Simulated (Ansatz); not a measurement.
# Cr (Cmcm) in Ansatz: notebook

Runs on Cr. Level: PBE. Tasks: single point.

Program: Ansatz 0.2.0. These are calculated values, not measurements. Logs are shortened: lines on timing, memory, paths and dates and some standing lists are left out, and cuts for length are marked.

**1. Starting point**

The structure is orthorhombic, space group Cmcm (No. 63). Conventional cell: a = 2.294 Å, b = 4.934 Å, c = 4.064 Å, α = 90.00°, β = 90.00°, γ = 90.00°. Cr (site symmetry m2m) has 8 Cr at 2.29 to 2.62 Å as nearest neighbours.

This isn't the form of Cr at room conditions, which is bcc.

**2. Single point, PBE**

File input.yaml:

```yaml
crystal:
  lattice:
    - [1.147050505, -2.46702512, 0.0]
    - [1.147050505, 2.46702512, 0.0]
    - [0.0, 0.0, 4.06431074]
  atoms:
    - { symbol: Cr, position: [0.87053258, 0.12946742, 0.75] }
    - { symbol: Cr, position: [0.12946742, 0.87053258, 0.25] }
hamiltonian:
  xc: pbe
  pseudopotentials: { kind: paw }
kpoints:
  mp_grid: { grid: [13, 13, 7] }
scf:
  occupations: { method: fermi_dirac, width: 0.05 }
output:
  forces: true
  stress: true
  eigenvalues: true
  write_density: true
  write_potential: true
  elf: true
  volumetric_format: npy
```

Potentials or basis: Ansatz PAW.

On the command line:

```console
$ ansatz run input.yaml --threads 2 --pin off --max-ram 5632MiB --backend cpu --events-out ev --progress --plain --runs-dir out
```

The log of the run:

```text
Warning: RAYON_NUM_THREADS=2 ignored (pool sized by the plan → 2); use --threads N
Engine: ansatz 0.2.0, x86_64-unknown-linux-gnu
Pseudopotentials: kind: paw
Pseudopotential: Cr, paw, valence charge 14, recommended cutoff 420 eV (normal), Cr.paw.azcp
Functional definition: PBE
  parameter kappa = 0.804
  parameter beta = 0.06672455060314922
  exchange = pbe_x(kappa = kappa, mu = beta*pi^2/3)
  correlation = pbe_c(beta = beta)
Crystal: 2 atoms, lattice volume = 23.002 Å³
Basis set: ecut = 420 eV, 459 PW (Γ), exchange–correlation on 40×40×60 points (8 copies of the dense FFT grid, shifted against one another)
Bands: 18, of which v1, the nominal top of the filled ones, is band 14 counted from 1 (13 counted from 0)
Symmetry: 8 space group operations
Space group: Cmcm (ITA 63), of the structure as read, at distance tolerance 2.8e-5 Å
k-points: 196 of 1183
Non-local potential: Cr, projectors of the file, l = 0: 3, l = 1: 2, l = 2: 3, l = 3: 1
PAW form: soft (Blöchl's): semilocal exchange-correlation on the pseudo side does not see the compensation charge
PAW one-centre angular grid: Cr, 590 points (default); XC on 64 Gauss nodes
Initial density: superposition of atomic densities (neutral atoms: chi_scale 0, normalization atom), corrected by the library's trained network
Initial wavefunctions: pseudopotential atomic-orbital guess
Functional: x = pbe(κ = 0.804, μ = 0.2195149727645171), c = pbe(β = 0.06672455060314922)
SCF iter   1: F=—  HF=-6754.811036 eV  |F-HF|=—  |Δ(HF+E_count)|=         —  Δρ=8.30e-3  dr2=8.78e-3  ethr=1.77e-3  ⟨swp⟩=3.9  Hψ=12844  notcnv=0
preconditioner: auto → none  [metal: Δε(μ)=0.006 eV  Ē_g=3.686 eV  σ=0.050 eV  W_gap=0.03  n_scr=4 (ndim 8)  ℏωp=26.8 eV  f_vac=0.000  D(μ)=2.88/eV (n_scr^D=40)  sad-step TF]
SCF iter   2: F=—  HF=-6754.809190 eV  |F-HF|=—  |Δ(HF+E_count)|=   1.85e-3  Δρ=3.53e-3  dr2=1.47e-3  ethr=3.14e-5  ⟨swp⟩=2.2  Hψ=6075  notcnv=0
SCF iter   3: F=—  HF=-6754.808996 eV  |F-HF|=—  |Δ(HF+E_count)|=   1.94e-4  Δρ=7.99e-4  dr2=7.59e-5  ethr=5.24e-6  ⟨swp⟩=2.3  Hψ=4433  notcnv=0
SCF iter   4: F=—  HF=-6754.809005 eV  |F-HF|=—  |Δ(HF+E_count)|=   8.65e-6  Δρ=2.32e-4  dr2=7.58e-6  ethr=2.71e-7  ⟨swp⟩=2.1  Hψ=4906  notcnv=0
SCF iter   5: F=—  HF=-6754.809004 eV  |F-HF|=—  |Δ(HF+E_count)|=   9.26e-7  Δρ=4.59e-5  dr2=2.38e-7  ethr=2.71e-8  ⟨swp⟩=2.1  Hψ=4844  notcnv=0
SCF iter   6: F=-6754.809004 eV  HF=-6754.809004 eV  |F-HF|=2.41e-8  |Δ(HF+E_count)|=   2.04e-7  Δρ=1.49e-5  dr2=3.19e-8  ethr=3.57e-10  ⟨swp⟩=7.2  Hψ=20183  notcnv=0
SCF 1 converged in 6 iterations: F = -6754.809004 eV  dr2 = 3.19e-8
SCF converged after 6 iterations
Free energy (F): -6754.809004 eV
Harris-Foulkes:  -6754.809004 eV  (|F-HF|=2.41e-8)
Internal energy: -6754.785599 eV  (E = F + TS)
E sigma→0 (E₀):  -6754.797302 eV
Entropy (-TS):   -0.023405 eV (-11.702 meV/atom)
Fermi energy:    19.510108 eV
--- Per-component energies (eV) ---
  E_band       = -283.511696
  E_kinetic    = 689.214758
  E_local      = -2367.789252  (includes V_loc(G=0)·N_el)
  E_nonlocal   = 159.020875
  E_hartree    = 1037.608706
  E_xc         = -280.610323
  E_vxc        = -358.081261  (∫ρ·V_xc dr)
  E_paw        = -2391.185167  (= ΣΔE_a)
  E_vpaw       = -481.104203  (= ΣTr[D̂ρ^β])
  E_aug_tail   = 0.000739  (compensation charges beyond the density's cutoff)
  E_ewald      = -3601.045936
  E_smearing   = -0.023405  (= −TS)
  E_closure    = 0.000000  (closes the sum)
  Σ components = -6754.809004   (vs F -6754.809004, Δ=0.00e0)
--- Forces (eV/Å), atoms counted from 1 ---
  atom   1  Cr     0.00000000     0.18165952     0.00000000
  atom   2  Cr     0.00000000    -0.18165952     0.00000000
  max |Σ_I F_I| component: 2.78e-17 eV/Å
--- Stress (GPa, compression-positive) ---
        7.637168       0.000000       0.000000
        0.000000       4.294920       0.000000
        0.000000       0.000000      10.805931
  P = ⅓ Tr σ = 7.5793 GPa (75.793 kbar)
--- Band table (eV; the first three rows and the last of 196) ---
  k-point 0: bands = ["-52.2506", "-52.0382", "-23.9281", "-23.3722", "-23.1221", "-22.9615", "-22.8705", "-22.8591", "11.6672", "15.1571", "17.3387", "17.5637", "18.6412", "19.6946", "20.4927", "20.5407", "20.5771", "21.2322"]
  k-point 1: bands = ["-52.2402", "-52.0489", "-23.8829", "-23.3622", "-23.1337", "-23.0091", "-22.8700", "-22.8597", "11.8878", "15.1528", "17.3382", "17.5558", "18.8099", "19.5192", "19.9432", "20.4055", "20.4502", "21.3906"]
  k-point 2: bands = ["-52.2111", "-52.0787", "-23.7559", "-23.3386", "-23.1657", "-23.1366", "-22.8683", "-22.8612", "12.5178", "15.0039", "17.3953", "17.5411", "18.8557", "19.0648", "19.3187", "20.2039", "20.2410", "21.3704"]
  k-point 195: bands = ["-52.0929", "-52.0836", "-23.8901", "-23.8782", "-23.1766", "-23.1502", "-22.9294", "-22.8972", "15.1278", "15.2374", "16.6420", "16.9547", "19.4856", "19.5983", "20.8214", "21.2919", "21.7908", "21.9102"]
```

It took 1.4 s on 2 threads of Intel Xeon 6975P-C (Granite Rapids), shared host; peak memory 0.38 GiB.

Results:

```
Free energy            : -6754.8090 eV
Pressure               : 7.6 GPa
Largest force          : 0.182 eV/Å
Band gap on the k mesh : none (metal or under the smearing width)
```

Forces on the atoms (eV/Å):
```
Cr   0.000  0.182  0.000
Cr   0.000 -0.182  0.000
```

Stress tensor (GPa, compression positive):
```
 7.64  0.00  0.00
 0.00  4.29  0.00
 0.00  0.00 10.81
```

Caveat: the run has no spin polarisation, though such a crystal can be magnetic. Spin polarisation is off, so any magnetic state and its effect on volume and gap are missing.

**3. Single point, PBE, collinear spin, ferromagnetic start**

File input.yaml:

```yaml
crystal:
  lattice:
    - [1.147050505, -2.46702512, 0.0]
    - [1.147050505, 2.46702512, 0.0]
    - [0.0, 0.0, 4.06431074]
  atoms:
    - { symbol: Cr, position: [0.87053258, 0.12946742, 0.75], spin: 3.0 }
    - { symbol: Cr, position: [0.12946742, 0.87053258, 0.25], spin: 3.0 }
hamiltonian:
  xc: pbe
  pseudopotentials: { kind: paw }
magnetization:
  spin_polarized: true
kpoints:
  mp_grid: { grid: [13, 13, 7] }
scf:
  occupations: { method: fermi_dirac, width: 0.05 }
output:
  forces: true
  stress: true
  eigenvalues: true
```

Potentials or basis: Ansatz PAW.

On the command line:

```console
$ ansatz run input.yaml --threads 2 --pin off --max-ram 5632MiB --backend cpu --events-out ev --progress --plain --runs-dir out
```

It took 4.2 s on 2 threads of Intel Xeon 6975P-C (Granite Rapids), shared host; peak memory 0.47 GiB.

It converged, with:

```yaml
Free_energy: -6754.8090 eV
Pressure: 7.6 GPa
Largest_force: 0.182 eV/Å
Band_gap_on_the_k_mesh: none (metal or under the smearing width)
Net_moment: 0.00 μB per cell
Absolute_moment: 0.00 μB per cell
```

Forces in eV/Å, atoms in the order of the input:
```
Cr   0.000  0.182  0.000
Cr   0.000 -0.182  0.000
```

Stress tensor (GPa, compression positive):
```
 7.64  0.00  0.00
 0.00  4.29  0.00
 0.00  0.00 10.81
```

Levels at points of the mesh, in eV from the Fermi level:
Spin up:
```csv
k point,band 11,band 12,band 13,band 14,band 15,band 16,band 17,band 18
"(0.00, 0.00, 0.00)",-2.17,-1.95,-0.87,0.18,0.98,1.03,1.07,1.72
```
Spin down:
```tsv
k point	band 10	band 11	band 12	band 13	band 14	band 15	band 16	band 17	band 18	band 19
(0.00, 0.00, 0.00)	-4.35	-2.17	-1.95	-0.87	0.18	0.98	1.03	1.07	1.72	1.87
```

Caveat: the starting moments collapsed, and a magnetic state may lie lower; the starting moments weren't kept.
